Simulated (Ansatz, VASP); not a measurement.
## Two plane-wave programs on GaP

The input INCAR:

```
ALGO = Normal ; EDIFF = 1E-6
ENCUT = 520 ; GGA = PS
ISIF = 2 ; ISMEAR = 0
LASPH = T ; LCHARG = T
LELF = T ; LREAL = F
LVHAR = T ; LWAVE = F
NBANDS = 16 ; NELM = 100
PREC = Accurate ; SIGMA = 0.05
```

The input KPOINTS:

```
k-points
0
Gamma
  10 10 10
```

POSCAR

```
GaP
1.0
    0.0000000000      2.6948795746      2.7679535482
    2.7679535482      0.0000000000      2.7679535482
    2.7679535482      2.6948795746      0.0000000000
Ga P
1 1
Direct
    0.0000000000      0.0000000000      0.0000000000
    0.7500000000      0.7500000000      0.7500000000
```

Input for Ansatz:

```yaml
crystal:
  lattice:
    - [0.0, 2.6948795746, 2.7679535482]
    - [2.7679535482, 0.0, 2.7679535482]
    - [2.7679535482, 2.6948795746, 0.0]
  atoms:
    - { symbol: Ga, position: [0.0, 0.0, 0.0] }
    - { symbol: P, position: [0.75, 0.75, 0.75] }
basis:
  ecutwfc: 420
kpoints:
  mp_grid: { grid: [10, 10, 10] }
hamiltonian:
  xc: pbesol
  pseudopotentials: { kind: paw, azcp: { folder: soft_1 } }
scf:
  occupations: { method: gaussian, width: 0.05 }
output:
  forces: true
  stress: true
  eigenvalues: true
```

Alike in both runs: task single point; functional PBEsol; k mesh 10 × 10 × 10; occupations gaussian, width 0.05 eV; no spin polarisation.

|  | VASP | Ansatz |
| --- | --- | --- |
| version | VASP 6.6.1 | Ansatz 0.2.0 |
| potentials or method | VASP PAW PBE potentials, release 64 (Ga_d, P) | scalar-relativistic, plane waves, PAW |
| plane-wave cutoff (eV) | 520 | 420 |
| valence electrons in the cell | 18 | 18 |

|  | VASP | Ansatz | Ansatz less VASP |
| --- | --- | --- | --- |
| gap on the k mesh at the Fermi level (eV) | 1.26 | 1.26 | -0.001 |
| least direct gap on the mesh (eV) | 1.49 | 1.48 | -0.006 |
| pressure (GPa) | -2.2 | -2.1 | +0.10 |
| largest component of the traceless stress (GPa) | 1.26 | 1.26 | -0.004 |

Ansatz warned: «pseudo_functional_mismatch».

Caveats: the PAW data sets were made with another functional, which shifts forces and pressure a little (VASP). A k mesh can miss the band edges.
